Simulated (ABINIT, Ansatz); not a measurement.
An input for ABINIT 10.8.3 (NaF (Villiaumite)):

```
acell 3*1.0 Angstrom
rprim 
  0.000000000000 2.310000000000 2.310000000000
  2.310000000000 0.000000000000 2.310000000000
  2.310000000000 2.310000000000 0.000000000000
ntypat 2
znucl 11 9
natom 2
typat 1 2
xred 
  0.000000000000 0.000000000000 0.000000000000
  0.500000000000 0.500000000000 0.500000000000
pp_dirpath "pseudos"
pseudos "Na.upf, F.upf"
ecut 38
ngkpt 8 8 8
nshiftk 1
shiftk 0.11 0.21 0.31
kptopt 3
chksymbreak 0
istwfk *1
occopt 1
irdwfk 1
optdriver 99
bs_calctype 1
mbpt_sciss 4.175 eV
bs_loband 6
nband 10
bs_exchange_term 1
bs_coulomb_term 21
bs_coupling 0
bs_algorithm 2
bs_freq_mesh 0 17 0.1 eV
zcut 0.15 eV
ecuteps 3
ecutwfn 19
inclvkb 2
mdf_epsinf 1.87
irdden 1
bs_haydock_niter 300
bs_haydock_tol -0.02 0
indata_prefix "in"
outdata_prefix "out"
tmpdata_prefix "tmp"
```

The database entry behind the starting cell differs from later determinations by our own check (0.1 to 0.3 % short, probably kX units), so it need not match the best structure at ambient conditions.

```sh
OMP_NUM_THREADS=1 mpirun -n 8 abinit run.abi > log
```

Q: How long will it take on 8 MPI ranks of AMD EPYC 9R45, shared host, and how much memory?

It took 41 s; on shared hardware allow 20 s to 81 s. Peak host memory was 2.6 GiB.

The kernel grows as the square of the matrix size, and full diagonalisation as its cube.

[Paths, hosts, dates, memory and timing lines, banners, echoed tables and standing remarks are left out of the program output.]

[Logs are printed without paths, hosts, clocks, repeated set-up lines and the standing remarks that a program may print on its own settings, such as how far it seeks lower states.]

[Runs of the session that timed out or met a known fault of the program may be left out.]

[Hosts, paths, dates, database ids (printed as entryN), source tags and the programs' standing remarks are cut or masked in the printed files.]

[G0W0 gaps are taken among the corrected bands and points alone; a level outside them can change the order at an edge.]

[Where Ansatz stands beside ABINIT at settings called matched, ABINIT's density can come from a denser mesh and the files from another edition; pairs whose starting gaps differed by over 0.03 eV were left out, so agreement reads better than it is.]
